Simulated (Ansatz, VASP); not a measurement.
# TiC: VASP beside Ansatz

Wanted: the spread between two codes on one cell, functional and k mesh. The cell is taken from a series of runs on this material, whose earlier steps may have relaxed, scaled, displaced or heated it; both programs get it as it stands.

Method: plane waves, with VASP 6.6.1 beside it; single point at PBE, in Ansatz 0.2.0.

### 1. The structure

The cell holds 4 atoms: 2 C and 2 Ti. Cell: a = 3.062 Å, b = 3.062 Å, c = 15.165 Å, α = 90.0°, β = 90.0°, γ = 90.0°. It derives from TiC. Vacuum lies along c.

### 2. VASP: single point, PBE

A single point gives forces, pressure and levels at one fixed geometry, so differences don't come from the geometry; what else differs is listed under the comparison.

Lines of VASP's logs that name or quote its potential files are left out, and so is its time.

Contents of INCAR:

```
SYSTEM = TiC
PREC = Accurate
ENCUT = 520
EDIFF = 1E-06
NELM = 120
ISMEAR = 0
SIGMA = 0.1
LREAL = .FALSE.
ALGO = Normal
GGA = PE
NBANDS = 22
LASPH = .TRUE.
LORBIT = 11
LWAVE = .FALSE.
LCHARG = .FALSE.
ISIF = 2
LDIPOL = .TRUE.
IDIPOL = 3
DIPOL = 0.5 0.5 0.5
LVHAR = .TRUE.
GGA_COMPAT = .FALSE.
NELMDL = -8
```

Contents of POSCAR:

```
TiC
1.0
    2.1650000000      2.1650000000      0.0000000000
   -2.1650000000      2.1650000000      0.0000000000
    0.0000000000      0.0000000000     15.1650000000
C Ti
2 2
Direct
    0.5000000000      0.5000000000      0.4286190000
    0.0000000000      0.0000000000      0.5713810000
    0.0000000000      0.0000000000      0.4286190000
    0.5000000000      0.5000000000      0.5713810000
```

Contents of KPOINTS:

```
Automatic mesh
0
Gamma
6 6 1
0 0 0
```

Potentials, in the order of the species: C and Ti_sv (PBE family, release 64).

Command:

```bash
mpirun -np 1 vasp_std
```

Numbers of over 12 decimals in the logs are rounded to 6 here.

The program printed:

```text
[banner, memory and clock lines left out]
running    1 mpi-ranks, on    1 nodes
 distrk:  each k-point on    1 cores,    1 groups
 distr:  one band on    1 cores,    1 groups

 POSCAR found type information on POSCAR C Ti
 POSCAR found :  2 types and       4 ions
 LDA part: xc-table for (Slater+PW92), standard interpolation
 POSCAR, INCAR and KPOINTS ok, starting setup
 FFT: planning ... GRIDC
 FFT: planning ... GRID_SOFT
 FFT: planning ... GRID
 WAVECAR not read
 entering main loop
       N       E                     dE             d eps       ncg     rms          rms(c)
DAV:   1     0.341558084901E+03    0.34156E+03   -0.16307E+04   496   0.136E+03
DAV:   2     0.366660964820E+01   -0.33789E+03   -0.32110E+03   506   0.416E+02
DAV:   3    -0.438763703357E+02   -0.47543E+02   -0.46482E+02   810   0.135E+02
DAV:   4    -0.484923498200E+02   -0.46160E+01   -0.46037E+01   692   0.365E+01
DAV:   5    -0.488377283179E+02   -0.34538E+00   -0.34536E+00   638   0.846E+00
DAV:   6    -0.488477682801E+02   -0.10040E-01   -0.10040E-01   704   0.188E+00
DAV:   7    -0.488479899384E+02   -0.22166E-03   -0.22166E-03   646   0.245E-01
DAV:   8    -0.488479956826E+02   -0.57442E-05   -0.57441E-05   704   0.459E-02    0.246E+01
DAV:   9    -0.377410864480E+02    0.11107E+02   -0.11385E+02   578   0.794E+01    0.116E+01
DAV:  10    -0.356723000580E+02    0.20688E+01   -0.22414E+01   566   0.368E+01    0.602E+00
DAV:  11    -0.353619041824E+02    0.31040E+00   -0.16756E+00   574   0.111E+01    0.189E+00
DAV:  12    -0.353185292349E+02    0.43375E-01   -0.23376E-01   682   0.324E+00    0.100E+00
DAV:  13    -0.353012773872E+02    0.17252E-01   -0.18071E-01   596   0.347E+00    0.727E-01
DAV:  14    -0.352879760077E+02    0.13301E-01   -0.75585E-02   602   0.208E+00    0.188E-01
DAV:  15    -0.352834243189E+02    0.45517E-02   -0.97691E-03   566   0.618E-01    0.138E-01
DAV:  16    -0.352815792232E+02    0.18451E-02   -0.34829E-03   580   0.330E-01    0.919E-02
DAV:  17    -0.352819353238E+02   -0.35610E-03   -0.21036E-03   640   0.300E-01    0.573E-02
DAV:  18    -0.352821237663E+02   -0.18844E-03   -0.33041E-04   648   0.129E-01    0.227E-02
DAV:  19    -0.352832256582E+02   -0.11019E-02   -0.15302E-04   536   0.507E-02    0.214E-02
DAV:  20    -0.352839450715E+02   -0.71941E-03   -0.23246E-04   552   0.690E-02    0.103E-02
DAV:  21    -0.352841082745E+02   -0.16320E-03   -0.35662E-05   482   0.294E-02    0.311E-03
DAV:  22    -0.352841559961E+02   -0.47722E-04   -0.69511E-06   458   0.786E-03    0.160E-03
DAV:  23    -0.352841686260E+02   -0.12630E-04   -0.16100E-06   410   0.565E-03    0.606E-04
DAV:  24    -0.352841693572E+02   -0.73118E-06   -0.91302E-08   370   0.235E-03
   1 F= -.35284169E+02 E0= -.35280687E+02  d E =-.696549E-02
```

OUTCAR, selected parts (step 2):

```text
ion  position               nearest neighbor table
   1  0.500  0.500  0.429-   4 2.16   3 2.17   3 2.17   3 2.17   3 2.17
   2  0.000  0.000  0.571-   3 2.16   4 2.17   4 2.17   4 2.17   4 2.17
   3  0.000  0.000  0.429-   2 2.16   1 2.17   1 2.17   1 2.17   1 2.17
   4  0.500  0.500  0.571-   1 2.16   2 2.17   2 2.17   2 2.17   2 2.17

  LATTYP: Found a simple tetragonal cell.
 ALAT       =     3.0617723625
 C/A-ratio  =     4.9530135504

 Subroutine GETGRP returns: Found 16 space group operations
 (whereof  8 operations were pure point group operations)

The static configuration has the point symmetry C_4v.
 The point group associated with its full space group is D_4h.

 Found     10 irreducible k-points:

   k-points           NKPTS =     10   k-points in BZ     NKDIM =     10   number of bands    NBANDS=     22

   dimension x,y,z NGX =    24 NGY =   24 NGZ =  120
   dimension x,y,z NGXF=    48 NGYF=   48 NGZF=  240

   ENCUT  =  520.0 eV  38.22 Ry    6.18 a.u.   5.69  5.69 28.20*2*pi/ulx,y,z

   NELECT =      32.0000    total number of electrons

 k-points in reciprocal lattice and weights: Automatic mesh
   0.00000000  0.00000000  0.00000000       0.028
   0.16666667  0.00000000  0.00000000       0.111
   0.33333333  0.00000000  0.00000000       0.111
   0.50000000  0.00000000  0.00000000       0.056
   0.16666667  0.16666667  0.00000000       0.111
   0.33333333  0.16666667  0.00000000       0.222
   0.50000000  0.16666667  0.00000000       0.111
   0.33333333  0.33333333  0.00000000       0.111
   0.50000000  0.33333333  0.00000000       0.111
   0.50000000  0.50000000  0.00000000       0.028

 dipolmoment           0.000000      0.000000     -0.000000 electrons x Angstroem

 average (electrostatic) potential at core
       1 -53.5000       2 -53.5000       3 -80.6973       4 -80.6973

 E-fermi :   0.2394

 k-point     1 :       0.0000    0.0000    0.0000
  band No.  band energies     occupation
    ...
     12      -1.7757      2.00000
     13      -0.8519      2.00000
     14       0.1987      1.43539
     15       0.1987      1.43539
     16       0.2798      0.56809
     17       0.7923      0.00000
     18       1.2738      0.00000
     19       1.2738      0.00000
     20       2.1152      0.00000
     21       2.2406      0.00000
    ...

 k-point     2 :       0.1667    0.0000    0.0000
  band No.  band energies     occupation
    ...
     12      -2.3214      2.00000
     13      -1.4968      2.00000
     14      -0.8926      2.00000
     15      -0.7259      2.00000
     16      -0.3530      2.00000
     17       1.0016      0.00000
     18       1.0031      0.00000
     19       1.8168      0.00000
     20       1.9589      0.00000
     21       2.1139      0.00000
    ...

 k-point     3 :       0.3333    0.0000    0.0000
  band No.  band energies     occupation
    ...
     12      -3.1454      2.00000
     13      -2.3206      2.00000
     14      -1.8553      2.00000
     15      -1.8399      2.00000
     16      -1.7210      2.00000
     17       1.6911      0.00000
     18       1.8460      0.00000
     19       2.0571      0.00000
     20       2.7227      0.00000
     21       2.7379      0.00000
    ...

  Total       -4.1027612     -4.1027612     -2.3899650      0.0000000      0.0000000      0.0000000
  in kB      -46.2379543    -46.2379543    -26.9348098      0.0000000      0.0000000      0.0000000
  external PRESSURE =     -39.8035728 kB  Pullay stress =       0.0000000 kB

  energy-cutoff  :      520.00
  volume of cell :      142.16
      direct lattice vectors                 reciprocal lattice vectors
     2.165000000  2.165000000  0.000000000     0.230946882  0.230946882  0.000000000
    -2.165000000  2.165000000  0.000000000    -0.230946882  0.230946882  0.000000000
     0.000000000  0.000000000 15.165000000     0.000000000  0.000000000  0.065941312

 POSITION                                       TOTAL-FORCE (eV/Angst)
 -----------------------------------------------------------------------------------
      0.00000      2.16500      6.50001         0.000000     -0.000000     -0.170576
      0.00000      0.00000      8.66499        -0.000000      0.000000      0.170576
      0.00000      0.00000      6.50001        -0.000000     -0.000000      1.265781
      0.00000      2.16500      8.66499         0.000000      0.000000     -1.265781
 -----------------------------------------------------------------------------------
    total drift:                                0.000000     -0.000000     -0.000000

  FREE ENERGIE OF THE ION-ELECTRON SYSTEM (eV)
  ---------------------------------------------------
  free  energy   TOTEN  =       -35.2841693572 eV

  energy  without entropy=      -35.2772038702  energy(sigma->0) =      -35.28068661

 vacuum level on the upper side and lower side of the slab         3.802         3.802

 total charge
# of ion       s       p       d       tot
------------------------------------------
    1        0.895   1.457   0.000   2.352
    2        0.895   1.457   0.000   2.352
    3        2.190   6.202   1.900  10.291
    4        2.190   6.202   1.900  10.291
--------------------------------------------------
tot          6.169  15.318   3.800  25.287

[... 3 further parts left out ...]
```

The run ends at a pressure of -3.98 GPa, with forces up to 1.3 eV/Å.

### 3. Ansatz: single point, PBE

Ansatz runs on its PAW soft_1 files.

The same cell, functional, mesh and smearing now go to Ansatz, which takes its cutoff from its data sets.

Contents of input.yaml:

```yaml
crystal:
  lattice:
    - [2.165, 2.165, 0.0]
    - [-2.165, 2.165, 0.0]
    - [0.0, 0.0, 15.165]
  atoms:
    - { symbol: C, position: [0.5, 0.5, 0.428619] }
    - { symbol: C, position: [0.0, 0.0, 0.571381] }
    - { symbol: Ti, position: [0.0, 0.0, 0.428619] }
    - { symbol: Ti, position: [0.5, 0.5, 0.571381] }
  periodic: [true, true, false]
kpoints:
  mp_grid: { grid: [6, 6, 1] }
hamiltonian:
  xc: pbe
  pseudopotentials: { kind: paw, azcp: { folder: soft_1 } }
scf:
  occupations: { method: gaussian, width: 0.1 }
output:
  forces: true
  stress: true
  eigenvalues: true
```

Command:

```bash
ansatz run input.yaml --threads 4 --pin off --max-ram 16384MiB --backend cpu --events-out ev --progress --plain --runs-dir out
```

The program printed:

```text
Warning: crystal.periodic: the lattice vector that does not repeat stood 0.000° off the slab's normal, 15.165 Å along it as the deck builds it. The run solves the slab on a vector along the normal, 28.130 Å long, with every atom where it was (on the deck's vector they left 13.00 Å outside them, and the widest stretch free of ions among them is 2.16 Å). A fractional position that the run reports is one of the run's ce [...]
crystal.periodic: the lattice vector that does not repeat stood 0.000° off the slab's normal, 15.165 Å along it as the deck builds it. The run solves the slab on a vector along the normal, 28.130 Å long, with every atom where it was (on the deck's vector they left 13.00 Å outside them, and the widest stretch free of ions among them is 2.16 Å). A fractional position that the run reports is one of the run's cell, which [...]
Engine: ansatz 0.2.0, aarch64-unknown-linux-gnu
Pseudopotentials: kind: paw
Pseudopotential: C, paw, valence charge 4, recommended cutoff 420 eV (normal), soft_1/C.paw.azcp
Pseudopotential: Ti, paw, valence charge 12, recommended cutoff 420 eV (normal), soft_1/Ti.paw.azcp
Functional definition: PBE
  parameter kappa = 0.804
  parameter beta = 0.066725
  exchange = pbe_x(kappa = kappa, mu = beta*pi^2/3)
  correlation = pbe_c(beta = beta)
Crystal: 4 atoms, lattice volume = 263.703 Å³
Basis set: ecut = 420 eV, 5135 PW (Γ), exchange–correlation on 48×48×384 points (8 copies of the dense FFT grid, shifted against one another)
Bands: 20, of which v1, the nominal top of the filled ones, is band 16 counted from 1 (15 counted from 0)
Symmetry: 16 space group operations
Space group: P4/nmm (ITA 129), of the structure as read, at distance tolerance 6.4e-5 Å
k-points: 10 of 36
Non-local potential: C, projectors of the file, l = 0: 2, l = 1: 2, l = 2: 1
Non-local potential: Ti, projectors of the file, l = 0: 3, l = 1: 2, l = 2: 3, l = 3: 1
PAW form: soft (Blöchl's): semilocal exchange-correlation on the pseudo side does not see the compensation charge
PAW one-centre angular grid: C, 110 points (default); XC on 64 Gauss nodes
PAW one-centre angular grid: Ti, 590 points (default); XC on 64 Gauss nodes
Initial density: superposition of atomic densities (neutral atoms: chi_scale 0, normalization atom)
Initial wavefunctions: pseudopotential atomic-orbital guess
Functional: x = pbe(κ = 0.804, μ = 0.219515), c = pbe(β = 0.066725)
SCF iter   1: F=—  HF=-5509.419775 eV  |F-HF|=—  |Δ(HF+E_count)|=         —  Δρ=8.41e-2  dr2=3.06e1  ethr=3.10e-3  ⟨swp⟩=9.4  Hψ=1498  notcnv=0
preconditioner: auto → LDOS  [insulator: Δε(μ)=1.362 eV  Ē_g=8.054 eV  σ=0.100 eV  W_gap=0.51  n_scr=16 (ndim 8)  ℏωp=9.1 eV  f_vac=0.740  D(μ)=0.67/eV (n_scr^D=6)  ε∞_Penn≈2.3  β→1.0]
SCF iter   2: F=—  HF=-5532.367881 eV  |F-HF|=—  |Δ(HF+E_count)|=    2.29e1  Δρ=2.25e-1  dr2=1.77e2  ethr=3.10e-3  ⟨swp⟩=5.5  Hψ=735  notcnv=0  recentre
SCF iter   3: F=—  HF=-5502.995248 eV  |F-HF|=—  |Δ(HF+E_count)|=    2.94e1  Δρ=2.06e-2  dr2=2.09e0  ethr=3.10e-3  ⟨swp⟩=5.5  Hψ=795  notcnv=0
SCF iter   4: F=—  HF=-5502.476369 eV  |F-HF|=—  |Δ(HF+E_count)|=   5.19e-1  Δρ=1.07e-2  dr2=3.63e-1  ethr=3.10e-3  ⟨swp⟩=3.7  Hψ=457  notcnv=0
SCF iter   5: F=—  HF=-5502.410773 eV  |F-HF|=—  |Δ(HF+E_count)|=   6.56e-2  Δρ=4.17e-3  dr2=4.31e-2  ethr=1.13e-3  ⟨swp⟩=4.0  Hψ=501  notcnv=0
SCF iter   6: F=—  HF=-5502.403441 eV  |F-HF|=—  |Δ(HF+E_count)|=   7.33e-3  Δρ=9.92e-4  dr2=2.61e-3  ethr=1.35e-4  ⟨swp⟩=3.1  Hψ=427  notcnv=0
SCF iter   7: F=—  HF=-5502.403491 eV  |F-HF|=—  |Δ(HF+E_count)|=   4.99e-5  Δρ=2.32e-4  dr2=1.63e-4  ethr=8.15e-6  ⟨swp⟩=3.5  Hψ=437  notcnv=0
SCF iter   8: F=—  HF=-5502.403488 eV  |F-HF|=—  |Δ(HF+E_count)|=   3.20e-6  Δρ=7.18e-5  dr2=1.78e-5  ethr=5.09e-7  ⟨swp⟩=3.1  Hψ=381  notcnv=0
SCF iter   9: F=—  HF=-5502.403596 eV  |F-HF|=—  |Δ(HF+E_count)|=   1.09e-4  Δρ=1.81e-5  dr2=1.32e-6  ethr=5.55e-8  ⟨swp⟩=3.3  Hψ=413  notcnv=0
SCF iter  10: F=-5502.403596 eV  HF=-5502.403596 eV  |F-HF|=3.24e-8  |Δ(HF+E_count)|=   1.85e-7  Δρ=2.42e-6  dr2=9.81e-9  ethr=3.13e-10  ⟨swp⟩=10.4  Hψ=1674  notcnv=0
SCF 1 converged in 10 iterations: F = -5502.403596 eV  dr2 = 9.81e-9
  greatest PAW one-centre occupation: 0.999 electrons in one spin orbital (limit 2), on the Ti atom at site 3 (counted from 0), in its partial waves of l = 0
SCF converged after 10 iterations
Free energy (F): -5502.403596 eV
Harris-Foulkes:  -5502.403596 eV  (|F-HF|=3.24e-8)
Internal energy: -5502.396551 eV  (E = F + TS)
E sigma→0 (E₀):  -5502.400074 eV
Entropy (-TS):   -0.007045 eV (-1.761 meV/atom)
Fermi energy:    -3.561026 eV
--- Per-component energies (eV) ---
  E_band       = -804.788145
  E_kinetic    = 724.073130
  E_local      = -58100.702879  (includes V_loc(G=0)·N_el)
  E_nonlocal   = 166.083462
  E_hartree    = 28584.580030
  E_xc         = -325.243159
  E_vxc        = -405.358709  (∫ρ·V_xc dr)
  E_paw        = -2281.095159  (= ΣΔE_a)
  E_vpaw       = -358.040693  (= ΣTr[D̂ρ^β])
  E_aug_tail   = -0.000117  (compensation charges beyond the density's cutoff)
  E_ewald      = 25729.908140
  E_smearing   = -0.007045  (= −TS)
  E_closure    = 0.000000  (closes the sum)
  Σ components = -5502.403596   (vs F -5502.403596, Δ=0.00e0)
--- Forces (eV/Å), atoms counted from 1 ---
  atom   1  C     -0.00000000    -0.00000000    -0.16304183
  atom   2  C     -0.00000000    -0.00000000     0.16304183
  atom   3  Ti    -0.00000000    -0.00000000     1.26496371
  atom   4  Ti    -0.00000000    -0.00000000    -1.26496371
  max |Σ_I F_I| component: 4.96e-24 eV/Å
--- 2D stress c σ (N/m, compression-positive) ---
       -7.210918      -0.000000       0.000000
       -0.000000      -7.210918       0.000000
        0.000000       0.000000       0.000000
  P = ½ c Tr σ = -7.2109 N/m
--- Band table (eV; the first three rows and the last of 10) ---
  k-point 0: bands = [... 12 lower, -4.6587, -3.6028, -3.6028, -3.5265, -3.0012, -2.5250, -2.5250, -1.6836]
  k-point 1: bands = [... 12 lower, -5.3011, -4.6977, -4.5321, -4.1583, -2.7961, -2.7934, -1.9756, -1.8399]
  k-point 2: bands = [... 12 lower, -6.1267, -5.6663, -5.6434, -5.5314, -2.1029, -1.9480, -1.7340, -1.0663]
  k-point 9: bands = [... 12 lower, -4.8120, -4.8120, -4.3358, -4.3358, -3.5827, -3.5827, -1.0376, -1.0376]
```

Reading the cycles: dr2 is the Hartree energy of the density residual (eV), the measure of convergence; HF is the Harris–Foulkes estimate of the energy, which meets the free energy F at convergence.

### 4. Differences

Known differences besides the potentials themselves: Ansatz cuts the interaction across the vacuum, VASP repeats the sheet with a dipole correction; the cutoff is 420 eV in Ansatz and 520 eV in VASP. Total energies have different zeros and are not compared.

Forces (eV/Å; atoms numbered as in POSCAR):

| atom | Ansatz x, y, z | VASP x, y, z |
| --- | --- | --- |
| C1 | 0.000, 0.000, -0.163 | 0.000, 0.000, -0.171 |
| C2 | 0.000, 0.000, 0.163 | 0.000, 0.000, 0.171 |
| Ti3 | 0.000, 0.000, 1.265 | 0.000, 0.000, 1.266 |
| Ti4 | 0.000, 0.000, -1.265 | 0.000, 0.000, -1.266 |

The forces differ by 3.1 meV/Å r.m.s., which is 0.6 % of the r.m.s. force of 0.521 eV/Å (both taken over all components). With vacuum in the cell, a pressure given here is an average over mostly empty space and none of the material.

### 5. Outcome

```json
{"r.m.s. force difference (single point, PBE)": "0.59 % of the r.m.s. force"}
```

In words: The r.m.s. force difference is 0.59 % of the r.m.s. force (single point, PBE), within the 3 % picked in this series as the mark of a large difference. How closely two codes agree says nothing of how well the functional describes the real material.

[Lines on the potential files, build, host, timing and source positions are cut from VASP's logs without a mark.]

[Logs are printed without paths, hosts, clocks, repeated set-up lines and the standing remarks that a program may print on its own settings, such as how far it seeks lower states.]

[Hosts, paths, dates, database ids (printed as entryN), source tags and the programs' standing remarks are cut or masked in the printed files.]
